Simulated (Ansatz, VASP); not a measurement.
One calculation of MnSb, two programs

Contents of INCAR:

```
SYSTEM = MnSb
ALGO = Normal ; EDIFF = 1E-7
ENCUT = 520 ; GGA = PE
ISIF = 2 ; ISMEAR = -1
ISPIN = 2 ; LASPH = .True.
LCHARG = .False. ; LMAXMIX = 4
LORBIT = 11 ; LREAL = .False.
LWAVE = .False. ; MAGMOM = 0 4
NBANDS = 20 ; NELM = 100
PREC = Accurate ; SIGMA = 0.05
```

File KPOINTS:

```
k-points
0
Gamma
  8 8 8
  0 0 0
```

The input POSCAR:

```
MnSb
1.0
    0.0000000000      2.7379588472      2.7379588472
    2.7379588472      0.0000000000      2.7379588472
    2.7379588472      2.7379588472      0.0000000000
Sb Mn
1 1
Direct
    0.5000000000      0.5000000000      0.5000000000
    0.0000000000      0.0000000000      0.0000000000
```

input.yaml

```yaml
crystal:
  lattice:
    - [0.0, 2.7379588472, 2.7379588472]
    - [2.7379588472, 0.0, 2.7379588472]
    - [2.7379588472, 2.7379588472, 0.0]
  atoms:
    - { symbol: Sb, position: [0.5, 0.5, 0.5] }
    - { symbol: Mn, position: [0.0, 0.0, 0.0], spin: 4.0 }
hamiltonian:
  xc: pbe
  pseudopotentials: { kind: paw }
magnetization:
  spin_polarized: true
kpoints:
  mp_grid: { grid: [8, 8, 8] }
scf:
  occupations: { method: fermi_dirac, width: 0.05 }
output:
  forces: true
  stress: true
  eigenvalues: true
  write_density: true
  write_potential: true
  elf: true
  volumetric_format: npy
```

Change from the starting cell: volume scaled by 0.94.

Alike in both runs: task single point; functional PBE; k mesh 8 × 8 × 8; occupations fermi-dirac, width 0.05 eV; collinear spin, ferromagnetic start.

|  | VASP | Ansatz |
| --- | --- | --- |
| version | VASP 6.6.1 | Ansatz 0.2.0 |
| potentials or method | VASP PAW PBE potentials, release 64 (Sb, Mn_pv) | Ansatz PAW |
| plane-wave cutoff (eV) | 520 | 420 |
| valence electrons in the cell | 18 | 30 |

```tsv
	VASP	Ansatz	Ansatz less VASP
gap on the k mesh at the Fermi level (eV)	none	none	-
pressure (GPa)	3.8	3.8	+0.02
net moment per atom (μB)	1.87	1.87	+0.002
size of the moment on the site where the two differ most (μB)	3.65	3.66	+0.018
```

Site moments also hang on the region over which each program counts them. A gap of «none» marks a metal or a gap that the smearing closes. The two sets of potentials don't hold the same shells in valence.

Caveats: a cell with one magnetic atom can't hold antiferromagnetic order, which such compounds often take. The runs have no spin-orbit coupling, so splittings on Sb are missing.
